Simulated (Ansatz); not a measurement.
HfC:

```
CELL_PARAMETERS angstrom
0.00000 2.32500 2.32500
2.32500 0.00000 2.32500
2.32500 2.32500 0.00000
ATOMIC_POSITIONS crystal
Hf 0.50000 0.50000 0.50000
C 0.00000 0.00000 0.00000
```

```yaml
Program: Ansatz 0.2.0
Task: single point
Functional: PBEsol
Potentials_or_basis: Ansatz PAW
Cutoff: "420 eV (not typed: the program's choice for these potentials)"
k_mesh: 10 × 10 × 10
Occupations: fermi-dirac, width 0.05 eV
Spin: no spin polarisation
```

On this cell: pressure -6.5 GPa; largest force zero by symmetry; band gap on the k mesh none (metal or under the smearing width).

The same run follows on a disturbed copy (atoms moved at random, drawn with an rms of 0.05 Å):

```
Hf C
1.0
     0.00000    2.32500    2.32500
     2.32500    0.00000    2.32500
     2.32500    2.32500    0.00000
Hf C
1 1
Direct
  0.48872 0.50833 0.48842
  0.99015 0.01910 0.99366
```

What changes?

The energy (extrapolated to zero smearing) moves by +4.7 meV/atom; pressure -6.3 GPa; largest force 0.370 eV/Å; band gap on the k mesh none (metal or under the smearing width).

Forces on the atoms (eV/Å):
```
Hf   0.279  0.117  0.213
C   -0.279 -0.117 -0.213
```

Stress tensor (GPa, compression positive):
```
-6.13 -0.09 -0.16
-0.09 -6.44 -0.07
-0.16 -0.07 -6.29
```

Caveats: the PAW data sets come from PBE, with cores solved anew for the run's functional, which leaves a small shift of forces and pressure.
